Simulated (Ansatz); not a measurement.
The system is ZrS2.

```
Zr S
1.0
     3.69138    0.00000    0.00000
    -1.84569    3.19683    0.00000
     0.00000    0.00000    6.04108
Zr S
1 2
Cartesian
  0.0000 0.0000 0.0000
  0.0000 2.1312 1.4372
  1.8457 1.0656 4.6038
```

The cell is a database's computed one.

| Property | Result |
| --- | --- |
| Program | Ansatz 0.2.0 |
| Task | relaxation of cell and atoms |
| Functional | PBEsol |
| Potentials or basis | all-electron LAPW, scalar-relativistic |
| Basis error allowed | 0.002 eV/atom |
| k mesh | 8 × 8 × 5 |
| Occupations | fermi-dirac, width 0.05 eV |
| Spin | no spin polarisation |

At the start: volume 23.76 Å³/atom.

Task: Where does the relaxation end?

Result: Over 7 steps the energy falls by 7.9 meV/atom and the volume is 22.37 Å³/atom (-5.9 %); space group P-3m1 (No. 164, to 0.05 Å).

Step by step:
```
step  energy change (eV)  largest force (eV/Å)  volume (Å³)
   1              0.0000                0.1503        71.29
   2             -0.0077                0.0024        66.30
   3             -0.0229                0.0073        68.20
   4             -0.0234                0.0011        67.75
   5             -0.0237                0.0016        67.00
   6             -0.0238                0.0002        67.12
   7             -0.0237                0.0001        67.12
```

Final structure:
```
Zr S
1.0
     3.62874    0.00000    0.00000
    -1.81437    3.14258    0.00000
     0.00000    0.00000    5.88575
Zr S
1 2
Direct
  0.00000 0.00000 0.00000
  0.33333 0.66667 0.24676
  0.66667 0.33333 0.75324
```

Caveat: this functional lacks dispersion, which binds the layers, so the pressure and a relaxed spacing across them are unreliable.
